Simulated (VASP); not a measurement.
# SnO2 (Cassiterite) (P4_2/mnm) in VASP: notebook

The runs below take SnO2 (Cassiterite) through relaxation of cell and atoms, with LDA, r2SCAN.

Program: VASP 6.6.1. These are calculated values, not measurements. Logs are shortened: lines on timing, memory, paths and dates and some standing lists are left out, and cuts for length are marked.

### Step 1. Starting point

Symmetry: P4_2/mnm, No. 136, tetragonal system. The conventional cell has a = 4.738 Å, b = 4.738 Å, c = 3.187 Å, α = 90.00°, β = 90.00°, γ = 90.00°. Around Sn (site symmetry mmm) lie 6 O at 2.05 to 2.06 Å. O (site symmetry m2m) is surrounded by 3 Sn at 2.05 to 2.06 Å.

### Step 2. Relaxation of cell and atoms, LDA

Input file INCAR:

```
SYSTEM = SnO2
PREC = Accurate
ENCUT = 600
EDIFF = 1E-6
ISMEAR = 0
SIGMA = 0.03
LREAL = .FALSE.
LASPH = .TRUE.
NELM = 80
ALGO = Normal
ISIF = 3
LWAVE = .FALSE.
LCHARG = .FALSE.
GGA = CA
IBRION = 2
NSW = 90
EDIFFG = -0.01
KPAR = 2
```

Input file KPOINTS:

```
Automatic mesh
0
G
  6 6 8
  0 0 0
```

Input file POSCAR:

```
SnO2
1.0
    4.7380000000      0.0000000000      0.0000000000
    0.0000000000      4.7380000000      0.0000000000
    0.0000000000      0.0000000000      3.1865000000
Sn O
2 4
Direct
    0.0000000000      0.0000000000      0.0000000000
    0.5000000000      0.5000000000      0.5000000000
    0.3071000000      0.3071000000      0.0000000000
    0.1929000000      0.8071000000      0.5000000000
    0.6929000000      0.6929000000      0.0000000000
    0.8071000000      0.1929000000      0.5000000000
```

Potentials or basis: VASP PAW LDA potentials, release 64 (Sn_d, O).

Launch:

```sh
cat potpaw_LDA.64/Sn_d/POTCAR potpaw_LDA.64/O/POTCAR > POTCAR
mpirun -np 2 vasp_std > vasp.out
```

OUTCAR:

```text
SYSTEM = SnO2
   PREC = Accurate
   ENCUT = 600
   EDIFF = 1E-6
   ISMEAR = 0
   LREAL = .FALSE.
   LASPH = .TRUE.
   NELM = 80
   ISIF = 3
   GGA = CA
   IBRION = 2
   NSW = 90
   EDIFFG = -0.01

 ion  position               nearest neighbor table
   1  0.000  0.000  0.000-   4 2.05   6 2.05   4 2.05   6 2.05   5 2.06   3 2.06   2 3.71   2 3.71
                             2 3.71   2 3.71   2 3.71   2 3.71   2 3.71   2 3.71
   2  0.500  0.500  0.500-   3 2.05   5 2.05   3 2.05   5 2.05   4 2.06   6 2.06   1 3.71   1 3.71
                             1 3.71   1 3.71   1 3.71   1 3.71   1 3.71   1 3.71
   3  0.307  0.307  0.000-   2 2.05   2 2.05   1 2.06
   4  0.193  0.807  0.500-   1 2.05   1 2.05   2 2.06
   5  0.693  0.693  0.000-   2 2.05   2 2.05   1 2.06
   6  0.807  0.193  0.500-   1 2.05   1 2.05   2 2.06

  LATTYP: Found a simple tetragonal cell.
 ALAT       =     4.7380000000
 C/A-ratio  =     0.6725411566

  Lattice vectors:

 A1 = (   4.7380000000,   0.0000000000,   0.0000000000)
 A2 = (   0.0000000000,   4.7380000000,   0.0000000000)
 A3 = (   0.0000000000,   0.0000000000,   3.1865000000)

Analysis of symmetry for initial positions (statically):
=====================================================================
 Subroutine PRICEL returns:
 Original cell was already a primitive cell.

 Routine SETGRP: Setting up the symmetry group for a
 simple tetragonal supercell.

 Subroutine GETGRP returns: Found 16 space group operations
 (whereof  8 operations were pure point group operations)
 out of a pool of 16 trial point group operations.

The static configuration has the point symmetry D_2h.
 The point group associated with its full space group is D_4h.

Analysis of symmetry for dynamics (positions and initial velocities):
=====================================================================
 Subroutine PRICEL returns:
 Original cell was already a primitive cell.

 Routine SETGRP: Setting up the symmetry group for a
 simple tetragonal supercell.

 Subroutine GETGRP returns: Found 16 space group operations
 (whereof  8 operations were pure point group operations)
 out of a pool of 16 trial point group operations.

The dynamic configuration has the point symmetry D_2h.
 The point group associated with its full space group is D_4h.

 Subroutine INISYM returns: Found 16 space group operations
 (whereof  8 operations are pure point group operations),
 and found     1 'primitive' translations

----------------------------------------------------------------------------------------

                                     Primitive cell

  volume of cell :      71.5326

  direct lattice vectors                    reciprocal lattice vectors
     4.738000000  0.000000000  0.000000000     0.211059519  0.000000000  0.000000000
     0.000000000  4.738000000  0.000000000     0.000000000  0.211059519  0.000000000
     0.000000000  0.000000000  3.186500000     0.000000000  0.000000000  0.313823945

  length of vectors
     4.738000000  4.738000000  3.186500000     0.211059519  0.211059519  0.313823945

  position of ions in fractional coordinates (direct lattice)
     0.000000000  0.000000000  0.000000000
     0.500000000  0.500000000  0.500000000
     0.307100000  0.307100000  0.000000000
     0.192900000  0.807100000  0.500000000
     0.692900000  0.692900000  0.000000000
     0.807100000  0.192900000  0.500000000

  ion indices of the primitive-cell ions
   primitive index   ion index
                 1           1
                 2           2
                 3           3
                 4           4
                 5           5
                 6           6

----------------------------------------------------------------------------------------

 KPOINTS: Automatic mesh

Automatic generation of k-mesh.
 Grid dimensions read from file:
 generate k-points for:    6    6    8

 Generating k-lattice:

  Cartesian coordinates                     Fractional coordinates (reciprocal lattice)
     0.035176586  0.000000000  0.000000000     0.166666667  0.000000000  0.000000000
[... 46 lines left out ...]
   POTIM  = 0.5000    time-step for ionic-motion
   TEBEG  =    0.0;   TEEND  =   0.0 temperature during run
   PSTRESS=    0.0 pullay stress
   NELECT =      52.0000    total number of electrons
   NUPDOWN=      -1.0000    fix difference up-down
   EMIN   =  10.00;   EMAX   =-10.00  energy-range for DOS
   EFERMI =   0.00;   METHOD = LEGACY
   ISMEAR =     0;   SIGMA  =   0.03  broadening in eV -4-tet -1-fermi 0-gaus
   EFERMI_NEDOS =   21; number of points for ismear=-14 and -15
   IALGO  =     38    algorithm
   IMIX   =      4    mixing-type and parameters
     AMIX     =   0.40;   BMIX     =  1.00
     AMIX_MAG =   1.60;   BMIX_MAG =  1.00
  volume/ion in A,a.u.               =      11.92        80.45
  Fermi-wavevector in a.u.,A,eV,Ry     =   1.472000  2.781677 29.480903  2.166785
  Thomas-Fermi vector in A             =   2.587068
   LORBIT       =      0    0 simple, 1 ext, 2 COOP (PROOUT), +10 PAW based schemes
   GGA     = CA    functional components
   LHFCALC =     F    Hartree Fock is set to
   AEXX    =    0.0000 exact exchange contribution
   IVDW    =     0    specifies the selected vdW correction
   LEPSILON=     F    determine dielectric tensor
   LRPA    =     F    only Hartree local field effects (RPA)
 conjugate gradient relaxation of ions
 non-spin polarized calculation
 Gauss-broadening in eV      SIGMA  =   0.03
  energy-cutoff  :      600.00
  volume of cell :       71.53
 maximum number of plane-waves:      2409
 NGX is ok and might be reduce to    40
   NGX = 19   NGY = 19   NGZ = 13

--------------------------------------- Ionic step        1  -------------------------------------------

 number of electron      52.0000000 magnetization

 Free energy of the ion-electron system (eV)
  ---------------------------------------------------
  ext. energy  EPLUGINS =         0.00000000
  ---------------------------------------------------
  free energy    TOTEN  =       -42.28859548 eV

  energy without entropy =      -42.28859548  energy(sigma->0) =      -42.28859548

------------------------ aborting loop because EDIFF is reached ----------------------------------------

  FORCE on cell =-STRESS in cart. coord.  units (eV):
  Direction    XX          YY          ZZ          XY          YZ          ZX
  --------------------------------------------------------------------------------------
  -------------------------------------------------------------------------------------
  Total       -0.1762979     -0.1762979      0.5049412      0.0000000      0.0000000      0.0000000
  in kB       -3.9486961     -3.9486961     11.3096027      0.0000000      0.0000000      0.0000000
  external PRESSURE =       1.1374035 kB  Pullay stress =       0.0000000 kB
[... 145 lines left out ...]
  energy  without entropy=      -42.2920298145  energy(sigma->0) =      -42.29202981

--------------------------------------- Ionic step        5  -------------------------------------------

 number of electron      51.9999996 magnetization

 Free energy of the ion-electron system (eV)
  ---------------------------------------------------
  ext. energy  EPLUGINS =         0.00000000
  ---------------------------------------------------
  free energy    TOTEN  =       -42.29231550 eV

  energy without entropy =      -42.29231550  energy(sigma->0) =      -42.29231550

 E-fermi :   6.0389     XC(G=0): -11.8110

 val. band max:        5.8869260719   @ k =   0.0000   0.0000   0.0000
 cond. band min:       7.0361013113   @ k =   0.0000   0.0000   0.0000
 fundamental gap:      1.1491752394
 Fermi energy:         6.0389298690

 k-point     1 :       0.0000    0.0000    0.0000
  band No.  band energies     occupation
      1     -15.1232      2.00000
      2     -14.3493      2.00000
      3     -14.0838      2.00000
      4     -14.0642      2.00000
      5     -14.0642      2.00000
      6     -13.9880      2.00000
[... 805 lines left out ...]
     30      14.3886      0.00000
     31      15.1999      0.00000

 [... further k-points ...]
[... 5 lines left out ...]
  --------------------------------------------------------------------------------------
  -------------------------------------------------------------------------------------
  Total       -0.0158564     -0.0158564      0.0307265      0.0000000      0.0000000      0.0000000
  in kB       -0.3557040     -0.3557040      0.6892846      0.0000000      0.0000000      0.0000000
  external PRESSURE =      -0.0073745 kB  Pullay stress =       0.0000000 kB
[... 21 lines left out ...]
  FREE ENERGIE OF THE ION-ELECTRON SYSTEM (eV)
  ---------------------------------------------------
  free  energy   TOTEN  =       -42.2923155042 eV

  energy  without entropy=      -42.2923155042  energy(sigma->0) =      -42.29231550

 reached required accuracy - stopping structural energy minimisation
```

Run time: 4.8 min. Hardware: 2 MPI ranks of Intel Xeon Platinum 8488C (Sapphire Rapids), shared host; peak memory 0.24 GiB.

Results:

- Free energy: -42.2923 eV
- Relaxed volume: 11.90 Å³/atom
- Relaxed cell: a = 4.728 Å, b = 4.728 Å, c = 3.195 Å, α = 90.00°, β = 90.00°, γ = 90.00°
- Space group after relaxing (to 0.05 Å): P4_2/mnm (No. 136)
- Energy gained by relaxing: 0.6 meV/atom
- Ionic steps: 5
- Pressure after relaxing: 0.0 GPa
- Largest force after relaxing: 0.006 eV/Å
- Band gap on the k mesh: 1.15 eV, direct

Forces on the atoms (eV/Å):
```
Sn   0.000  0.000  0.000
Sn   0.000  0.000  0.000
O    0.004  0.004  0.000
O   -0.004  0.004  0.000
O   -0.004 -0.004  0.000
O    0.004 -0.004  0.000
```

The path:
```csv
step,energy change (eV),largest force (eV/Å),pressure (GPa),volume (Å³)
1,0.0000,0.1797,0.11,71.53
2,-0.0032,0.0469,-0.65,71.62
3,-0.0034,0.0022,-0.50,71.60
4,-0.0034,0.0151,0.49,71.24
5,-0.0037,0.0062,0.00,71.42
```

Final structure:
```xyz
6
Lattice="4.7279 0.0000 0.0000 0.0000 4.7279 0.0000 0.0000 0.0000 3.1952" Properties=species:S:1:pos:R:3 pbc="T T T"
Sn    0.0000    0.0000    0.0000
Sn    2.3639    2.3639    1.5976
O     1.4467    1.4467    0.0000
O     0.9172    3.8106    1.5976
O     3.2812    3.2812    0.0000
O     3.8106    0.9172    1.5976
```

Caveat: spin-orbit coupling is left out, which moves the levels of the heavy elements.

### Step 3. Relaxation of cell and atoms, LDA

INCAR, as its differences from that of step 2:

```diff
@@ -3,3 +3,3 @@
 ENCUT = 600
-EDIFF = 1E-6
+EDIFF = 1E-7
 ISMEAR = 0
@@ -16,3 +16,3 @@
 NSW = 90
-EDIFFG = -0.01
+EDIFFG = -0.005
 KPAR = 2
```

KPOINTS is that of step 2.

Input file POSCAR:

```
SnO2                                    
1.0
    4.7278691949     -0.0000000000      0.0000000000
    0.0000000000      4.7278691949      0.0000000000
    0.0000000000      0.0000000000      3.1951732556
  Sn              O             
     2     4
Direct
     0.0000000000000000    0.0000000000000000    0.0000000000000000
     0.5000000000000000    0.5000000000000000    0.5000000000000000
     0.3059917598045841    0.3059917598045841    0.0000000000000000
     0.1940082401954160    0.8059917598045840    0.5000000000000000
     0.6940082401954160    0.6940082401954160    0.0000000000000000
     0.8059917598045840    0.1940082401954160    0.5000000000000000
```

Potentials or basis: VASP PAW LDA potentials, release 64 (Sn_d, O).

Launch:

```sh
cat potpaw_LDA.64/Sn_d/POTCAR potpaw_LDA.64/O/POTCAR > POTCAR
mpirun -np 2 vasp_std > vasp.out
```

Wall time 1.8 min (2 MPI ranks of Intel Xeon Platinum 8488C (Sapphire Rapids), shared host); peak memory 0.24 GiB.

Results (log left out):

```yaml
Free_energy: -42.2921 eV
Energy_gained_by_relaxing: 0.0 meV/atom
Ionic_steps: 2
Pressure_after_relaxing: 0.0 GPa
Band_gap_on_the_k_mesh: 1.15 eV, direct
```

Final structure:
```
Sn O
1.0
     4.72726    0.00000    0.00000
     0.00000    4.72726    0.00000
     0.00000    0.00000    3.19590
Sn O
2 4
Cartesian
  0.0000 0.0000 3.1959
  2.3636 2.3636 1.5980
  1.4467 1.4467 3.1959
  0.9169 3.8103 1.5980
  3.2805 3.2805 0.0000
  3.8103 0.9169 1.5980
```

Levels at points of the mesh, in eV from the valence-band top:
```
           k point  band 24  band 25  band 26  band 27  band 28  band 29
(0.00, 0.00, 0.00)    -0.80    -0.80     0.00     1.15     5.92     6.05
(0.50, 0.00, 0.00)    -1.24    -0.65    -0.65     4.31     4.31     6.81
(0.50, 0.50, 0.00)    -1.37    -0.91    -0.91     4.70     4.70     7.30
(0.00, 0.00, 0.50)    -1.72    -1.28    -1.28     6.03     6.03     9.52
(0.50, 0.00, 0.50)    -1.13    -0.72    -0.72     6.31     6.31     7.88
(0.50, 0.50, 0.50)    -0.99    -0.84    -0.84     4.69     4.69     8.63
```

Caveat: spin-orbit coupling is left out, which moves the levels of the heavy elements.

### Step 4. Relaxation of cell and atoms, r2SCAN

Input file INCAR:

```
SYSTEM = SnO2
PREC = Accurate
ENCUT = 600
EDIFF = 1E-6
ISMEAR = 0
SIGMA = 0.03
LREAL = .FALSE.
LASPH = .TRUE.
NELM = 80
ALGO = Normal
ISIF = 3
LWAVE = .FALSE.
LCHARG = .FALSE.
METAGGA = R2SCAN
LMIXTAU = .TRUE.
IBRION = 2
NSW = 90
EDIFFG = -0.01
KPAR = 2
```

KPOINTS is that of step 3.

Input file POSCAR:

```
SnO2
1.0
    4.7380000000      0.0000000000      0.0000000000
    0.0000000000      4.7380000000      0.0000000000
    0.0000000000      0.0000000000      3.1865000000
Sn O
2 4
Direct
    0.0000000000      0.0000000000      0.0000000000
    0.5000000000      0.5000000000      0.5000000000
    0.3071000000      0.3071000000      0.0000000000
    0.1929000000      0.8071000000      0.5000000000
    0.6929000000      0.6929000000      0.0000000000
    0.8071000000      0.1929000000      0.5000000000
```

Potentials or basis: VASP PAW PBE potentials, release 64 (Sn_d, O).

Launch:

```sh
cat potpaw_PBE.64/Sn_d/POTCAR potpaw_PBE.64/O/POTCAR > POTCAR
mpirun -np 2 vasp_std > vasp.out
```

It took 11 min on 2 MPI ranks of Intel Xeon Platinum 8559C (Emerald Rapids), shared host; peak memory 0.29 GiB.

The run converged. Its results:

| Quantity | Value |
| --- | --- |
| Free energy | -84.6427 eV |
| Relaxed volume | 12.13 Å³/atom |
| Relaxed cell | a = 4.763 Å, b = 4.763 Å, c = 3.209 Å, α = 90.00°, β = 90.00°, γ = 90.00° |
| Space group after relaxing (to 0.05 Å) | P4_2/mnm (No. 136) |
| Energy gained by relaxing | 3.6 meV/atom |
| Ionic steps | 5 |
| Pressure after relaxing | 0.0 GPa |
| Largest force after relaxing | 0.008 eV/Å |
| Band gap on the k mesh | 1.74 eV, direct |

Forces in eV/Å, atoms in the order of the input:
```
Sn   0.000  0.000  0.000
Sn   0.000  0.000  0.000
O   -0.006 -0.006  0.000
O    0.006 -0.006  0.000
O    0.006  0.006  0.000
O   -0.006  0.006  0.000
```

Stress tensor (GPa, compression positive):
```
 0.08  0.00  0.00
 0.00  0.08  0.00
 0.00  0.00 -0.06
```

The path:
| step | energy change (eV) | largest force (eV/Å) | pressure (GPa) | volume (Å³) |
| --- | --- | --- | --- | --- |
| 1 | 0.0000 | 0.2774 | 4.34 | 71.53 |
| 2 | 0.0242 | 0.2134 | -6.12 | 74.93 |
| 3 | -0.0214 | 0.0596 | -0.18 | 72.88 |
| 4 | -0.0214 | 0.0620 | -0.08 | 72.86 |
| 5 | -0.0219 | 0.0085 | 0.03 | 72.80 |

Final structure:
```xyz
6
Lattice="4.7632 0.0000 0.0000 0.0000 4.7632 0.0000 0.0000 0.0000 3.2085" Properties=species:S:1:pos:R:3 pbc="T T T"
Sn    4.7632    4.7632    3.2085
Sn    2.3816    2.3816    1.6043
O     1.4571    1.4571    3.2085
O     0.9245    3.8387    1.6043
O     3.3061    3.3061    0.0000
O     3.8387    0.9245    1.6043
```

Levels at points of the mesh, in eV from the valence-band top:
```
           k point  band 24  band 25  band 26  band 27  band 28  band 29
(0.00, 0.00, 0.00)    -0.77    -0.77     0.00     1.74     6.76     7.02
(0.50, 0.00, 0.00)    -1.17    -0.62    -0.62     4.96     4.96     7.77
(0.50, 0.50, 0.00)    -1.30    -0.91    -0.91     5.39     5.39     8.18
(0.00, 0.00, 0.50)    -1.66    -1.26    -1.26     6.82     6.82    10.50
(0.50, 0.00, 0.50)    -1.10    -0.69    -0.69     7.10     7.10     8.83
(0.50, 0.50, 0.50)    -0.95    -0.85    -0.85     5.48     5.48     9.63
```

Caveat: the PAW data sets were made with another functional, which shifts forces and pressure a little; spin-orbit coupling is left out, which moves the levels of the heavy elements. r2SCAN opens gaps a little over a GGA but as a rule still falls short of measured ones.

### Step 5. Relaxation of cell and atoms, r2SCAN

This run uses another cell than the first one, of 12.13 Å³/atom, 1.018 times its volume.

INCAR, as its differences from that of step 4:

```diff
@@ -3,3 +3,3 @@
 ENCUT = 600
-EDIFF = 1E-6
+EDIFF = 1E-7
 ISMEAR = 0
@@ -17,3 +17,3 @@
 NSW = 90
-EDIFFG = -0.01
+EDIFFG = -0.005
 KPAR = 2
```

KPOINTS is that of step 4.

Input file POSCAR:

```
SnO2                                    
1.0
    4.7632235969      0.0000000000      0.0000000000
   -0.0000000000      4.7632235969      0.0000000000
    0.0000000000      0.0000000000      3.2085406132
  Sn              O             
     2     4
Direct
     1.0000000000000000    1.0000000000000000    1.0000000000000000
     0.5000000000000000    0.5000000000000000    0.5000000000000000
     0.3059106243141876    0.3059106243141876    1.0000000000000000
     0.1940893756858124    0.8059106243141876    0.5000000000000000
     0.6940893756858124    0.6940893756858124    0.0000000000000000
     0.8059106243141876    0.1940893756858124    0.5000000000000000
```

Launch:

```sh
cat potpaw_PBE.64/Sn_d/POTCAR potpaw_PBE.64/O/POTCAR > POTCAR
mpirun -np 2 vasp_std > vasp.out
```

It took 6 min on 2 MPI ranks of Intel Xeon Platinum 8559C (Emerald Rapids), shared host; peak memory 0.28 GiB.

It converged, with:

```yaml
Free_energy: -84.6462 eV
Relaxed_volume: 12.13 Å³/atom
Relaxed_cell: a = 4.764 Å, b = 4.764 Å, c = 3.208 Å, α = 90.00°, β = 90.00°, γ = 90.00°
Space_group_after_relaxing_to_0.05_Å: P4_2/mnm (No. 136)
Energy_gained_by_relaxing: 0.0 meV/atom
Ionic_steps: 2
Pressure_after_relaxing: 0.0 GPa
Band_gap_on_the_k_mesh: 1.74 eV, direct
```

Final structure:
```
Sn O
1.0
     4.76416    0.00000    0.00000
     0.00000    4.76416    0.00000
     0.00000    0.00000    3.20763
Sn O
2 4
Direct
  0.00000 0.00000 0.00000
  0.50000 0.50000 0.50000
  0.30585 0.30585 0.00000
  0.19415 0.80585 0.50000
  0.69415 0.69415 0.00000
  0.80585 0.19415 0.50000
```

Levels at points of the mesh, in eV from the valence-band top:
```tsv
k point	band 24	band 25	band 26	band 27	band 28	band 29
(0.00, 0.00, 0.00)	-0.77	-0.77	0.00	1.74	6.77	7.02
(0.50, 0.00, 0.00)	-1.17	-0.62	-0.62	4.96	4.96	7.77
(0.50, 0.50, 0.00)	-1.30	-0.91	-0.91	5.40	5.40	8.18
(0.00, 0.00, 0.50)	-1.66	-1.26	-1.26	6.82	6.82	10.50
(0.50, 0.00, 0.50)	-1.10	-0.69	-0.69	7.10	7.10	8.82
(0.50, 0.50, 0.50)	-0.95	-0.85	-0.85	5.48	5.48	9.63
```

Caveat: the PAW data sets were made with another functional, which shifts forces and pressure a little; spin-orbit coupling is left out, which moves the levels of the heavy elements.
